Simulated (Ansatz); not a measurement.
Level of theory: DFT PBE, scalar-relativistic, plane waves, PAW in Ansatz. Settings: cutoff 420 eV, Γ-centred meshes spaced at most about 0.3 Å⁻¹, and about 0.25 Å⁻¹ or finer for metals (2π included), Gaussian smearing. Spin is collinear in cells that carry moments; the others ran without spin or lost their moments.

These are static total energies at zero pressure.

Two forms of AlO6 were relaxed alike.

A. (no moments)

```
CELL_PARAMETERS angstrom
2.66222 1.53703 3.44959
-2.66222 1.53703 3.44959
0.00000 -3.07406 3.44959
ATOMIC_POSITIONS crystal
Al 0.00000 0.00000 0.00000
O 0.06905 0.55325 0.06905
O 0.93095 0.44675 0.93095
O 0.55325 0.06905 0.06905
O 0.44675 0.93095 0.93095
O 0.06905 0.06905 0.55325
O 0.93095 0.93095 0.44675
```

B. (parallel moments up to 0.5 μB)

```
CELL_PARAMETERS angstrom
2.97873 0.00000 0.00000
-1.48937 2.57966 0.00000
0.00000 0.00000 13.66760
ATOMIC_POSITIONS crystal
Al 0.00000 0.00000 0.00000
O 0.33333 0.66667 0.61707
O 0.33333 0.66667 0.70597
O 0.66667 0.33333 0.38293
O 0.66667 0.33333 0.29403
O 0.66667 0.33333 0.93510
O 0.33333 0.66667 0.06490
```

Question: Which is lower in energy, and by how much?

Answer: B is lower, by 221 meV/atom. A has space group R-3m (No. 166), 12.1 Å³/atom and no gap on its mesh; B has space group P-3m1 (No. 164), 15.0 Å³/atom and no gap. Counting O atoms around Al (those within 1.25 times the shortest such distance or 1.15 times the sum of covalent radii), A and B both have Al 6. A and B both hold O–O pairs. Their magnetic states differ too, which can make part of the margin. Both come from invented guesses.

Weakly bound directions are ill-defined at this level, which has no dispersion term (P-3m1), and this can change margins and order among such cells. In R-3m an odd number of electrons in the primitive cell allows no gap without spin; a larger cell or a magnetic state could open one. A magnetic state wasn't ruled out in cells without spin, among them R-3m. The magnetic state reached may not be the lowest. Cells relaxed within their symmetry can be saddle points. Some types were kept out of the candidates beforehand, so the set may lack a known form.

The 221 meV/atom in favour of B separates two different kinds of oxygen chemistry, although both cells hold six-coordinate Al and O–O pairs. In A every oxygen belongs to a pair of superoxide-like length that bridges two Al atoms end-on, close to Al³⁺ with three O₂⁻. B has instead partly segregated into octahedral AlO2 sheets and O2 molecules of nearly free-molecule length standing between them, which explains its larger volume.

The preference probably arises because reduced, unpaired oxygen binds Al³⁺ more strongly than superoxide does, while the expelled O2 keeps fewer π* electrons and a stronger bond. The sheets remain electron-poor, since Al³⁺ cannot supply enough charge for two O²⁻, so oxygen 2p holes are expected and fit the missing gap. Superoxide carries an unpaired π* electron, so the moment-free solution probably places A too high. B's lower energy therefore suggests a tendency to shed oxygen rather than a stable AlO6 compound; separation into Al2O3 and O2, the expected outcome chemically, wasn't tested.
